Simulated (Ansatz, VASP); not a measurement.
# Ta8N8O (O on TaN(001)): VASP beside Ansatz

Aim: how closely do two programs agree when they are given the same cell, functional and k mesh? The structure shown is the end of the VASP relaxation below.

Program: Ansatz 0.2.0. Level of theory: plane waves, with VASP 6.6.1 beside it; single point at PBEsol. Results are calculated unless marked as measured.

## 1. The starting structure

The cell holds 34 atoms: 16 Ta, 16 N and 2 O. Its edges and angles: a = 6.194 Å, b = 6.194 Å, c = 24.270 Å, α = 90.0°, β = 90.0°, γ = 90.0°. It derives from TaN. Vacuum lies along c.

As a file:

```cif
data_structure
_symmetry_space_group_name_H-M 'P 1'
_symmetry_Int_Tables_number 1
_cell_length_a 6.1943
_cell_length_b 6.1943
_cell_length_c 24.2700
_cell_angle_alpha 90.000
_cell_angle_beta 90.000
_cell_angle_gamma 90.000
_cell_volume 931.21
loop_
_atom_site_label
_atom_site_type_symbol
_atom_site_fract_x
_atom_site_fract_y
_atom_site_fract_z
_atom_site_occupancy
Ta1 Ta 0.00000 0.00000 0.32963 1
Ta2 Ta 0.00000 0.50000 0.32963 1
Ta3 Ta 0.50000 0.00000 0.32963 1
Ta4 Ta 0.50000 0.50000 0.32963 1
Ta5 Ta 0.25000 0.25000 0.41986 1
Ta6 Ta 0.25000 0.75000 0.41986 1
Ta7 Ta 0.75000 0.25000 0.41986 1
Ta8 Ta 0.75000 0.75000 0.41986 1
Ta9 Ta 0.00000 0.00000 0.51265 1
Ta10 Ta 0.00000 0.50000 0.51265 1
Ta11 Ta 0.50000 0.00000 0.51265 1
Ta12 Ta 0.50000 0.50000 0.51265 1
Ta13 Ta 0.25000 0.25000 0.62329 1
Ta14 Ta 0.25000 0.75000 0.59543 1
Ta15 Ta 0.75000 0.25000 0.59543 1
Ta16 Ta 0.75000 0.75000 0.62329 1
N17 N 0.25000 0.25000 0.32963 1
N18 N 0.25000 0.75000 0.32963 1
N19 N 0.75000 0.25000 0.32963 1
N20 N 0.75000 0.75000 0.32963 1
N21 N 0.00000 0.00000 0.41986 1
N22 N 0.00000 0.50000 0.41986 1
N23 N 0.50000 0.00000 0.41986 1
N24 N 0.50000 0.50000 0.41986 1
N25 N 0.25000 0.25000 0.51680 1
N26 N 0.25000 0.75000 0.51060 1
N27 N 0.75000 0.25000 0.51060 1
N28 N 0.75000 0.75000 0.51680 1
N29 N 0.00000 0.00000 0.60318 1
N30 N 0.00000 0.50000 0.60318 1
N31 N 0.50000 0.00000 0.60318 1
N32 N 0.50000 0.50000 0.60318 1
O33 O 0.25000 0.25000 0.69410 1
O34 O 0.75000 0.75000 0.69410 1
```

## 2. VASP: relaxation, PBEsol

This run makes the geometry at which the two programs are then compared.

Lines of VASP's logs that name or quote its potential files are left out, and so is its time.

Input file INCAR:

```
SYSTEM = Ta8N8O
PREC = Normal
ENCUT = 400
EDIFF = 1E-05
NELM = 120
ISMEAR = 1
SIGMA = 0.1
LREAL = Auto
ALGO = Fast
GGA = PS
NBANDS = 160
LASPH = .TRUE.
LORBIT = 11
LWAVE = .FALSE.
LCHARG = .FALSE.
KPAR = 4
NCORE = 2
IBRION = 2
NSW = 80
ISIF = 2
EDIFFG = -0.04
POTIM = 0.4
MAXMIX = 40
IDIPOL = 3
LDIPOL = .TRUE.
DIPOL = 0.5 0.5 0.477
ISYM = 2
```

Input file POSCAR:

```
Ta8N8O
1.0
    6.1942554030      0.0000000000      0.0000000000
    0.0000000000      6.1942554030      0.0000000000
    0.0000000000      0.0000000000     24.2700000000
Ta N O
16 16 2
Selective dynamics
Direct
    0.0000000000      0.0000000000      0.3296250520  F F F
    0.0000000000      0.5000000000      0.3296250520  F F F
    0.5000000000      0.0000000000      0.3296250520  F F F
    0.5000000000      0.5000000000      0.3296250520  F F F
    0.2500000000      0.2500000000      0.4198599090  F F F
    0.2500000000      0.7500000000      0.4198599090  F F F
    0.7500000000      0.2500000000      0.4198599090  F F F
    0.7500000000      0.7500000000      0.4198599090  F F F
    0.0000000000      0.0000000000      0.5100947670  T T T
    0.0000000000      0.5000000000      0.5100947670  T T T
    0.5000000000      0.0000000000      0.5100947670  T T T
    0.5000000000      0.5000000000      0.5100947670  T T T
    0.2500000000      0.2500000000      0.6003296250  T T T
    0.2500000000      0.7500000000      0.6003296250  T T T
    0.7500000000      0.2500000000      0.6003296250  T T T
    0.7500000000      0.7500000000      0.6003296250  T T T
    0.2500000000      0.2500000000      0.3296250520  F F F
    0.2500000000      0.7500000000      0.3296250520  F F F
    0.7500000000      0.2500000000      0.3296250520  F F F
    0.7500000000      0.7500000000      0.3296250520  F F F
    0.0000000000      0.0000000000      0.4198599090  F F F
    0.0000000000      0.5000000000      0.4198599090  F F F
    0.5000000000      0.0000000000      0.4198599090  F F F
    0.5000000000      0.5000000000      0.4198599090  F F F
    0.2500000000      0.2500000000      0.5100947670  T T T
    0.2500000000      0.7500000000      0.5100947670  T T T
    0.7500000000      0.2500000000      0.5100947670  T T T
    0.7500000000      0.7500000000      0.5100947670  T T T
    0.0000000000      0.0000000000      0.6003296250  T T T
    0.0000000000      0.5000000000      0.6003296250  T T T
    0.5000000000      0.0000000000      0.6003296250  T T T
    0.5000000000      0.5000000000      0.6003296250  T T T
    0.2500000000      0.2500000000      0.6703749480  T T T
    0.7500000000      0.7500000000      0.6703749480  T T T
```

Input file KPOINTS:

```
Automatic mesh
0
Gamma
4 4 1
0 0 0
```

The projector-augmented-wave data sets are Ta_pv, N and O (PBE family, release 64).

The run is started by

```sh
$ mpirun -np 8 vasp_std
```

Numbers of over 12 decimals in the logs are rounded to 6 here.

The program printed:

```text
[banner, memory and clock lines left out]
running    8 mpi-ranks, on    1 nodes
[...]
|                                                                             |
|               ----> ADVICE to this user running VASP <----                  |
|                                                                             |
|     You enforced a specific xc type in the INCAR file but a different       |
|     [... a line on the potential file left out ...]
|     I HOPE YOU KNOW WHAT YOU ARE DOING!                                     |
|                                                                             |

 LDA part: xc-table for (Slater+PW92), standard interpolation
 POSCAR, INCAR and KPOINTS ok, starting setup
[...]
entering main loop
       N       E                     dE             d eps       ncg     rms          rms(c)
DAV:   1     0.236576276170E+04    0.23658E+04   -0.13146E+05  2280   0.126E+03
DAV:   2    -0.216770101868E+03   -0.25825E+04   -0.25320E+04  2288   0.387E+02
[...]
DAV:   4    -0.434364296167E+03   -0.10762E+02   -0.10594E+02  2448   0.220E+01
[...]
RMM:  29    -0.379039041588E+03   -0.20977E-04   -0.74568E-05   901   0.380E-03    0.170E-03
RMM:  30    -0.379039054637E+03   -0.13049E-04   -0.37526E-05   820   0.295E-03    0.178E-03
RMM:  31    -0.379039060261E+03   -0.56249E-05   -0.30523E-05   627   0.239E-03
   1 F= -.37903906E+03 E0= -.37903560E+03  d E =-.379039E+03
[... from here on, the cycles between the ionic steps are left out ...]
  22 F= -.38190671E+03 E0= -.38190064E+03  d E =-.294820E-02
  23 F= -.38190673E+03 E0= -.38190064E+03  d E =-.297259E-02
  24 F= -.38190899E+03 E0= -.38190261E+03  d E =-.225418E-02
  25 F= -.38191027E+03 E0= -.38190350E+03  d E =-.353624E-02
  26 F= -.38191154E+03 E0= -.38190475E+03  d E =-.126790E-02
  27 F= -.38191350E+03 E0= -.38190674E+03  d E =-.322635E-02
  28 F= -.38191357E+03 E0= -.38190685E+03  d E =-.330309E-02
  29 F= -.38191368E+03 E0= -.38190699E+03  d E =-.108652E-03
  30 F= -.38191392E+03 E0= -.38190720E+03  d E =-.343941E-03
  31 F= -.38191417E+03 E0= -.38190735E+03  d E =-.251460E-03
 trial-energy change:   -0.000251  1 .order   -0.000259   -0.000376   -0.000142
 step:   0.9583(harm=  0.9583)  dis= 0.00204  next Energy=  -381.914221 (dE=-0.303E-03)
 reached required accuracy - stopping structural energy minimisation
```

OUTCAR, selected parts (step 2):

```text
  Total      -50.2153563    -50.2153563    -16.0556959      0.0000000      0.0000000      0.0000000
  in kB      -86.3970945    -86.3970945    -27.6243280      0.0000000      0.0000000      0.0000000
  external PRESSURE =     -66.8061724 kB  Pullay stress =       0.0000000 kB

 POSITION                                       TOTAL-FORCE (eV/Angst)
 -----------------------------------------------------------------------------------
      0.00000      0.00000      8.00000         0.000000     -0.000000      2.134489
      0.00000      3.09713      8.00000         0.000000     -0.000000      2.134489
      3.09713      0.00000      8.00000         0.000000     -0.000000      2.134489
      3.09713      3.09713      8.00000         0.000000     -0.000000      2.134489
      1.54856      1.54856     10.19000        -0.000000     -0.000000      0.887567
      1.54856      4.64569     10.19000         0.000000     -0.000000     -1.300528
      4.64569      1.54856     10.19000         0.000000      0.000000     -1.300528
      4.64569      4.64569     10.19000         0.000000     -0.000000      0.887567
      0.00000      0.00000     12.44203         0.000000     -0.000000     -0.008753
      0.00000      3.09713     12.44203         0.000000     -0.000000     -0.008753
      3.09713      0.00000     12.44203         0.000000     -0.000000     -0.008753
      3.09713      3.09713     12.44203         0.000000     -0.000000     -0.008753
      1.54856      1.54856     15.12717         0.000000     -0.000000     -0.000986
      1.54856      4.64569     14.45118        -0.000000      0.000000      0.000491
[...]
-----------------------------------------------------------------------------------
    total drift:                                0.000000      0.000000     -0.092622

  FREE ENERGIE OF THE ION-ELECTRON SYSTEM (eV)
  ---------------------------------------------------
  free  energy   TOTEN  =      -381.9141694351 eV

  energy  without entropy=     -381.8937199466  energy(sigma->0) =     -381.90735294

 reached required accuracy - stopping structural energy minimisation

[... 3 further parts left out ...]
[key lines of the parts left out:]
E-fermi :   0.4943
```

The run keeps the 8 symmetry operations of its start, so it cannot find a distortion of lower symmetry.

(Continued in part 2 of 2.)

[Lines on the potential files, build, host, timing and source positions are cut from VASP's logs without a mark.]

[Logs are printed without paths, hosts, clocks, repeated set-up lines and the standing remarks that a program may print on its own settings, such as how far it seeks lower states.]

[Hosts, paths, dates, database ids (printed as entryN), source tags and the programs' standing remarks are cut or masked in the printed files.]
